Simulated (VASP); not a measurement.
The system is MoSe2.

```
Mo Se
1.0
     3.28800    0.00000    0.00000
    -1.64400    2.84749    0.00000
     0.00000    0.00000   12.90000
Mo Se
2 4
Direct
  0.33333 0.66667 0.25000
  0.66667 0.33333 0.75000
  0.33333 0.66667 0.62500
  0.66667 0.33333 0.12500
  0.33333 0.66667 0.87500
  0.66667 0.33333 0.37500
```

- Program: VASP 6.6.1
- Task: relaxation of cell and atoms
- Functional: PBE
- Dispersion: D3(BJ)
- Potentials or basis: VASP PAW PBE potentials, release 64 (Mo_sv, Se)
- Cutoff: 600 eV
- k mesh: 9 × 9 × 2
- Occupations: gaussian, width 0.03 eV
- Spin: no spin polarisation

At the start: pressure 4.5 GPa; volume 20.13 Å³/atom.

Q: How do energy, volume and symmetry change on relaxing?

A: Over 14 steps the energy falls by 24.1 meV/atom and the volume is 19.74 Å³/atom (-1.9 %); space group P6_3/mmc (No. 194, to 0.05 Å).

Step by step:
```tsv
step	energy change (eV)	largest force (eV/Å)	pressure (GPa)	volume (Å³)
1	0.0000	1.1441	4.52	120.78
2	0.2308	1.2853	-9.26	130.92
3	-0.1073	0.1481	-1.23	124.27
4	-0.1075	0.1809	-1.04	124.14
5	-0.1225	0.1168	-0.28	122.48
6	-0.1232	0.0997	-0.06	122.02
7	-0.1275	0.0908	-0.06	121.61
8	-0.1379	0.0632	-0.04	120.35
9	-0.1435	0.0013	0.20	117.83
10	-0.1443	0.0241	0.12	118.56
11	-0.1444	0.0212	0.12	118.46
12	-0.1443	0.0191	0.13	118.39
13	-0.1425	0.1161	-0.76	118.94
14	-0.1444	0.0004	0.01	118.46
```

Final structure:
```
CELL_PARAMETERS angstrom
3.27866 0.00000 0.00000
-1.63933 2.83941 0.00000
0.00000 0.00000 12.72501
ATOMIC_POSITIONS crystal
Mo 0.33333 0.66667 0.25000
Mo 0.66667 0.33333 0.75000
Se 0.33333 0.66667 0.61833
Se 0.66667 0.33333 0.11833
Se 0.33333 0.66667 0.88167
Se 0.66667 0.33333 0.38167
```
